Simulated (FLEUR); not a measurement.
# Sb (Pm-3m) in FLEUR: notebook

Runs on Sb. Level: PBE. Tasks: single point.

Program: FLEUR MaX-R8.1 (later development tree). These are calculated values, not measurements. Logs are shortened: lines on timing, memory, paths and dates and some standing lists are left out, and cuts for length are marked.

## (1) The structure

Symmetry: Pm-3m, No. 221, cubic system. The conventional cell has a = 3.160 Å, b = 3.160 Å, c = 3.160 Å, α = 90.00°, β = 90.00°, γ = 90.00°. Around Sb (site symmetry m-3m) lie 6 Sb at 3.16 Å.

This isn't the form of Sb at room conditions, which is rhombohedral.

## (2) Single point, PBE

inp.xml reads:

```xml
<?xml version="1.0" encoding="UTF-8" standalone="no"?>
<fleurInput fleurInputVersion="0.39">
   <comment>
      Sb                                                                                                  
   </comment>
   <calculationSetup>
      <cutoffs Kmax="3.8" Gmax="11.8" GmaxXC="11.8" numbands="0"/>
      <scfLoop itmax="60" minDistance="0.00001" maxIterBroyd="15" imix="Anderson" alpha="0.05" precondParam="0.0" spinf="2.0" sdNocoIR="T"/>
      <coreElectrons ctail="T" frcor="F" kcrel="0" coretail_lmax="0"/>
      <xcFunctional name="pbe" relativisticCorrections="F"/>
      <magnetism jspins="1"/>
      <soc l_soc="F" theta="0.0" phi="0.0" spav="F"/>
      <expertModes spex="0" secvar="F"/>
      <geometryOptimization l_f="T" forcealpha="1.0" forcemix="BFGS" epsdisp="0.0005" epsforce="0.0002"/>
      <ldaU l_linMix="F" mixParam="0.05" spinf="1.0"/>
   </calculationSetup>
   <cell>
      <bzIntegration valenceElectrons="21.0" mode="hist" fermiSmearingEnergy="0.00183747">
         <kPointListSelection listName="default-1"/>
         <!-- k-points included here -->
         <xi:include xmlns:xi="http://www.w3.org/2001/XInclude" href="kpts.xml"> </xi:include>
      </bzIntegration>
      <!-- symmetry operations included here -->
      <xi:include xmlns:xi="http://www.w3.org/2001/XInclude" href="sym.xml"> </xi:include>
      <bulkLattice scale="1.0">
         <bravaisMatrix>
            <row-1>    5.9715345537360003     0.0000000000000000     0.0000000000000000</row-1>
            <row-2>    0.0000000000000000     5.9715345537360003     0.0000000000000000</row-2>
            <row-3>    0.0000000000000000     0.0000000000000000     5.9715345537360003</row-3>
         </bravaisMatrix>
      </bulkLattice>
   </cell>
   <atomSpecies>
      <species name="Antimony (Sb)" element="Sb" atomicNumber="51">
         <mtSphere radius="2.66" gridPoints="879" logIncrement="0.015"/>
         <atomicCutoffs lmax="11" lnonsphr="8"/>
         <electronConfig flipSpins="F">
            <coreConfig>(1s1/2) (2s1/2) (2p1/2) (2p3/2) (3s1/2) (3p1/2) (3p3/2) (4s1/2) (3d3/2) (3d5/2)</coreConfig>
            <valenceConfig>(4p1/2) (4p3/2) (5s1/2) (4d3/2) (4d5/2) (5p1/2) (5p3/2)</valenceConfig>
            <stateOccupation state="(5p1/2)" spinUp="0.500000" spinDown="0.500000"/>
            <stateOccupation state="(5p3/2)" spinUp="1.000000" spinDown="1.000000"/>
         </electronConfig>
         <energyParameters s="5" p="5" d="5" f="4"/>
         <lo type="SCLO" l="1" n="4" eDeriv="0"/>
         <lo type="SCLO" l="1" n="4" eDeriv="1"/>
         <lo type="SCLO" l="2" n="4" eDeriv="0"/>
         <lo type="SCLO" l="2" n="4" eDeriv="1"/>
         <lo type="SCLO" l="0" n="5" eDeriv="2"/>
         <lo type="SCLO" l="3" n="4" eDeriv="2"/>
      </species>
   </atomSpecies>
   <atomGroups>
      <atomGroup species="Antimony (Sb)">
         <relPos label="                   1">.0000000000 .0000000000 .0000000000</relPos>
         <force calculate="T" relaxXYZ="TTT"/>
      </atomGroup>
   </atomGroups>
   <output dos="F" band="F" slice="F">
      <checks vchk="F" cdinf="F"/>
      <bandDOS minEnergy="-.5*Htr" maxEnergy="0.5*Htr" sigma="0.015" storeEVData="T"/>
      <vacuumDOS vacdos="F" integ="F" star="F" nstars="0" locx1="0.0" locy1="0.0" locx2="0.0" locy2="0.0" nstm="0" tworkf="0.0"/>
      <unfoldingBand unfoldBand="F" supercellX="1" supercellY="1" supercellZ="1"/>
      <plotting iplot="0" polar="F">
         <plot TwoD="T" vec1="  1.0  0.0  0.0" vec2="  0.0  1.0  0.0" vec3="  0.0  0.0  1.0" zero="  0.0  0.0  0.0" file="plot"/>
      </plotting>
      <chargeDensitySlicing numkpt="0" minEigenval="0.0" maxEigenval="0.0" nnne="0" pallst="F"/>
      <specialOutput eonly="F"/>
      <moessbauerParams electricFieldGradient="T" isomerShift="T" coreHyperfine="T" valenceHyperfine="T"/>
      <magneticCircularDichroism mcd="F" energyLo="-10.0" energyUp="0.0"/>
   </output>
  <!-- We include the file relax.xml here to enable relaxations (see documentation) -->
  <xi:include xmlns:xi="http://www.w3.org/2001/XInclude" href="relax.xml"> <xi:fallback/> </xi:include>
</fleurInput>
```

crystal.txt reads:

```
Sb
&input cartesian=F /
3.1600000000  0.0000000000  0.0000000000
0.0000000000  3.1600000000  0.0000000000
0.0000000000  0.0000000000  3.1600000000
1.8897261246
1.0 1.0 1.0

1
51 0.0000000000  0.0000000000  0.0000000000

&kpt div1=8 div2=8 div3=8 gamma=T /
```

Potentials or basis: all-electron, FLAPW.

The run is started by

```sh
inpgen -f crystal.txt -profile fastHighL
# inp.xml edited to the form shown
fleur_MPI
```

What it wrote:

```text
Welcome to FLEUR        (www.flapw.de)
      MaX-Release 8.1          (www.max-centre.eu)

 ========== k-point set info ==========
 Selected k-point list: default-1
 k-point list type: mesh
 8 x 8 x 8
 Number of k points: 35

 ------------Calculation Setup---------------------------
 Number of MPI-tasks      :            1
 Number of PE/node        :            1
 Number of OMP-threads    :            1
 Most efficient MPI parallelization for:
           1           5           7          35
 Additional eigenvalue parallelization possible
 Number of basis functions:          250
 Approximate size of matrices (H+S) per k-point:         0.001 GB
 --------------------------------------------------------
 Iteration:     1   Distance:       4.48664086 me/bohr^3
 Iteration:     2   Distance:       4.20682641 me/bohr^3
 Iteration:     3   Distance:       1.23149927 me/bohr^3
 Iteration:     4   Distance:       0.12207696 me/bohr^3
 Iteration:     5   Distance:       0.10532794 me/bohr^3
 Iteration:     6   Distance:       0.00726058 me/bohr^3
 Iteration:     7   Distance:       0.00176834 me/bohr^3
 Iteration:     8   Distance:       0.00034728 me/bohr^3
 Iteration:     9   Distance:       0.00008397 me/bohr^3
 Iteration:    10   Distance:       0.00005988 me/bohr^3
 Iteration:    11   Distance:       0.00000552 me/bohr^3

 ********************************************************************
 Run finished successfully
 Stop message:
   Structural relaxation: Done
 ********************************************************************
```

out.xml (last iteration):

```text
<iteration numberForCurrentRun="   12" overallNumber="   12">
         <energyParameters units="Htr">
            <atomicEP atomType="1" spin="1" branch="5s" branchLowest="-5.07" branchHighest="0.45" value="-0.1111487792"/>
            <atomicEP atomType="1" spin="1" branch="5p" branchLowest="-3.34" branchHighest="1.07" value="0.1477666328"/>
            <atomicEP atomType="1" spin="1" branch="5d" branchLowest="-0.81" branchHighest="2.16" value="0.3736949363"/>
            <atomicEP atomType="1" spin="1" branch="4f" branchLowest="-9.99" branchHighest="1.63" value="0.5267922921"/>
            <loAtomicEP atomType="1" spin="1" branch="4p" branchLowest="-27.15" branchHighest="-3.34" value="-3.3493851800"/>
            <loAtomicEP atomType="1" spin="1" branch="4p" branchLowest="-27.15" branchHighest="-3.34" value="-3.3493851800"/>
            <loAtomicEP atomType="1" spin="1" branch="4d" branchLowest="-18.54" branchHighest="-0.81" value="-0.8306717318"/>
            <loAtomicEP atomType="1" spin="1" branch="4d" branchLowest="-18.54" branchHighest="-0.81" value="-0.8306717318"/>
            <loAtomicEP atomType="1" spin="1" branch="5s" branchLowest="-5.07" branchHighest="0.45" value="-0.1111487792"/>
            <loAtomicEP atomType="1" spin="1" branch="4f" branchLowest="-9.99" branchHighest="1.63" value="0.5267935052"/>
         </energyParameters>
         <eigenvalues>
            <eigenvaluesAt spin="1" ikpt="1" k_x="0.00000000" k_y="0.00000000" k_z="0.00000000">
                      -3.3394476242       -3.3394476242       -3.3394476242       -0.8371016731       -0.8371016731
                      -0.8318318189       -0.8318318189       -0.8318318189       -0.2061576914        0.3485376417
                       0.3485376417        0.3485376417        0.4927544209        0.4927544209        0.5249823729
                       0.9123766652        0.9123766652
            </eigenvaluesAt>
            <eigenvaluesAt spin="1" ikpt="2" k_x="0.00000000" k_y="0.00000000" k_z="0.12500000">
                      -3.3394588685       -3.3394468517       -3.3394468517       -0.8370712280       -0.8364017488
                      -0.8320259093       -0.8320259093       -0.8318157117       -0.1983602985        0.2721231519
                       0.3560448651        0.3560448651        0.4995429954        0.5192975718        0.5961669643
                       0.8528539149        0.8583323096
            </eigenvaluesAt>
            <eigenvaluesAt spin="1" ikpt="3" k_x="0.00000000" k_y="0.00000000" k_z="0.25000000">
                      -3.3394862446       -3.3394449311       -3.3394449311       -0.8370000838       -0.8347131634
                      -0.8324970211       -0.8324970211       -0.8317718747       -0.1758931985        0.1663624343
                       0.3765725884        0.3765725884        0.5195854710        0.5420750151        0.7330076485
                       0.7659111585        0.7676325686
            </eigenvaluesAt>
            <eigenvaluesAt spin="1" ikpt="4" k_x="0.00000000" k_y="0.00000000" k_z="0.37500000">
                      -3.3395138961       -3.3394434998       -3.3394434998       -0.8369346696       -0.8330136614
                      -0.8329753623       -0.8329753623       -0.8317374914       -0.1439621198        0.0807780916
                       0.4023382929        0.4023382929        0.5506583743        0.5779259027        0.6916963901
                       0.6970577365        0.6970577365
            </eigenvaluesAt>
         </eigenvalues>
         <bandgap value="0.2359122692" units="eV"/>
         <sumValenceSingleParticleEnergies value="-28.1202237473" units="Htr"/>
         <FermiEnergy value="0.2319151368" units="Htr"/>
         <valenceDensity>
            <mtCharges spin="1">
               <mtCharge atomType="1" total="19.0379179" s="1.4694103" p="7.5280594" d="10.0263398" f="0.0121724"/>
            </mtCharges>
            <spinDependentCharge spin="1" total="21.0000000" interstitial="1.9620821" mtSpheres="19.0379179"/>
            <totalCharge value="21.0000000000"/>
         </valenceDensity>
         <coreStates atomType="     1" atomicNumber=" 51" spin="1" kinEnergy="   6574.8071265849" eigValSum="  -3898.4042203631" lostElectrons=" 0.000023">
            <state n="1" l="0" j="0.5" energy="-1112.5847844932" weight="1.0000000000"/>
            <state n="2" l="0" j="0.5" energy="-168.9204668182" weight="1.0000000000"/>
            <state n="2" l="1" j="0.5" energy="-158.0025377302" weight="1.0000000000"/>
            <state n="2" l="1" j="1.5" energy="-148.7478920830" weight="2.0000000000"/>
            <state n="3" l="0" j="0.5" energy="-32.8023070344" weight="1.0000000000"/>
            <state n="3" l="1" j="0.5" energy="-28.3405755945" weight="1.0000000000"/>
            <state n="3" l="1" j="1.5" energy="-26.6327744538" weight="2.0000000000"/>
            <state n="4" l="0" j="0.5" energy="-5.0684098277" weight="1.0000000000"/>
            <state n="3" l="2" j="1.5" energy="-18.7572948774" weight="2.0000000000"/>
            <state n="3" l="2" j="2.5" energy="-18.4023686183" weight="3.0000000000"/>
         </coreStates>
         <allElectronCharges>
            <spinDependentCharge spin="1" total="51.0000000" interstitial="1.9621045" mtSpheres="49.0378955"/>
            <totalCharge value="50.9999999969"/>
         </allElectronCharges>
         <moessbauerParams unitsHFF="kG" unitsIS="e/bohr^3" unitsEFG="Htr/bohr^2">
            <coreIsomerShift atomType="1" isTotal="212647.00652">
               <shell n="1" l="0" isomerShift="184967.82644"/>
               <shell n="2" l="0" isomerShift="21848.97808"/>
               <shell n="2" l="1" isomerShift="550.51058"/>
               <shell n="3" l="0" isomerShift="4281.80619"/>
               <shell n="3" l="1" isomerShift="116.74549"/>
               <shell n="4" l="0" isomerShift="881.13971"/>
               <shell n="3" l="2" isomerShift="0.00002"/>
            </coreIsomerShift>
            <isomerShift atomType="1" nucleusRadius="0.0001171" averageDensity="212744.58326"/>
            <electricFieldGradient atomType="1" VXX="0.00000" VYY="0.00000" VZZ="0.00000" asymParam="0.00000">
            </electricFieldGradient>
         </moessbauerParams>
         <totalEnergy                                    value="    -6483.5806711553" units="Htr">
            <sumOfEigenvalues                            value="    -3926.5244441104">
               <coreElectrons value="-3898.4042203631"/>
               <valenceElectrons value="-28.1202237473"/>
            </sumOfEigenvalues>
            <densityCoulombPotentialIntegral value="-10544.1512719181"/>
            <densityEffectivePotentialIntegral value="-10766.9614789009"/>
            <chargeDenXCDenIntegral value="-170.7134562896"/>
            <FockExchangeEnergyValence value="0.0000000000"/>
            <FockExchangeEnergyCore value="0.0000000000"/>
            <atomTypeDependentContributions atomType="1">
               <electronNucleiInteractionDifferentMTs value="7857.1961636804"/>
               <MadelungTerm value="-24.0324500167"/>
            </atomTypeDependentContributions>
            <tkbTimesEntropy value="0.0002655307"/>
            <freeEnergy value="-6483.5809366861"/>
            <extrapolationTo0K value="-6483.5808039207"/>
         </totalEnergy>
         <totalForcesOnRepresentativeAtoms units="Htr/bohr">
            <forceTotal atomType="1" x="0.000000" y="0.000000" z="0.000000" F_x="0.00000000" F_y="0.00000000" F_z="0.00000000"/>
         </totalForcesOnRepresentativeAtoms>
      </iteration>
```

It took 18 s on 1 thread of Arm Neoverse V1, shared host; peak memory 0.07 GiB.

Results:

* Free energy: -176427.2251 eV
* Band gap on the k mesh: none (metal or under the smearing width)
* Valence electrons inside the program's atomic spheres: Sb 19.04 (radii Sb 2.66 bohr)

Core levels (eV from the Fermi level):
| atom | levels |
| --- | --- |
| 1 Sb | 1s1/2 -30281.3, 2s1/2 -4602.9, 2p1/2 -4305.8, 2p3/2 -4053.9, 3s1/2 -898.9, 3p1/2 -777.5, 3p3/2 -731.0, 4s1/2 -144.2, 3d3/2 -516.7, 3d5/2 -507.1 |

Spin-orbit coupling is left out, which matters for the levels of Sb.

[end of part 1 of 2]
